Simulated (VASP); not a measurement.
A run of VASP 6.6.1 is set up as follows.

The input INCAR:

```
ALGO = Normal
EDIFF = 1E-6
EDIFFG = -0.01
ENCUT = 600
GGA = PE
IBRION = 2
ISIF = 3
ISMEAR = 1
IVDW = 12
LASPH = T
LCHARG = F
LREAL = F
LWAVE = F
NELM = 80
NSW = 90
PREC = Accurate
SIGMA = 0.1
```

Contents of KPOINTS:

```
k-points
0
Gamma
  16 16 16
```

File POSCAR:

```
Li
1.0
   -1.7546500000      1.7546500000      1.7546500000
    1.7546500000     -1.7546500000      1.7546500000
    1.7546500000      1.7546500000     -1.7546500000
Li
1
Direct
    0.0000000000      0.0000000000      0.0000000000
```

Potentials or basis: VASP PAW PBE potentials, release 64 (Li_sv).

The run is started by

```console
$ cat potpaw_PBE.64/Li_sv/POTCAR > POTCAR
$ mpirun -np 1 vasp_std > vasp.out
```

(1) What does it give for the relaxed cell?

(2) Predict the dispersion energy per atom.

Answers

(1) a = 2.863 Å, b = 2.863 Å, c = 2.863 Å, α = 109.47°, β = 109.47°, γ = 109.47°.

(2) -0.190 eV.
